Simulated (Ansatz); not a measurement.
Crystal: Y.

```
Y
1.0
     0.00000    2.55199    2.55199
     2.55199    0.00000    2.55199
     2.55199    2.55199    0.00000
Y
1
Cartesian
  0.0000 0.0000 0.0000
```

This isn't the form of Y at room conditions, which is hcp.

| Quantity | Value |
| --- | --- |
| Program | Ansatz 0.2.0 |
| Task | single point |
| Functional | PBE |
| Potentials or basis | Ansatz PAW |
| Cutoff | 420 eV (not typed: the program's choice for these potentials) |
| k mesh | 9 × 9 × 9 |
| Occupations | fermi-dirac, width 0.05 eV |
| Spin | no spin polarisation |

On this cell: pressure -0.8 GPa; band gap on the k mesh none (metal or under the smearing width).

The same run follows on a disturbed copy (cell strained at random at fixed volume):

```
Y
1.0
     0.02633    2.56043    2.58486
     2.55941    0.04610    2.56509
     2.57995    2.56119    0.02557
Y
1
Cartesian
  0.0025 0.0344 0.0210
```

Task: What changes?

Result: The energy (extrapolated to zero smearing) moves by +2.2 meV/atom; pressure -0.8 GPa; band gap on the k mesh none (metal or under the smearing width).

Stress tensor (GPa, compression positive):
```
-0.87 -0.55 -0.08
-0.55 -0.67 -0.53
-0.08 -0.53 -0.92
```
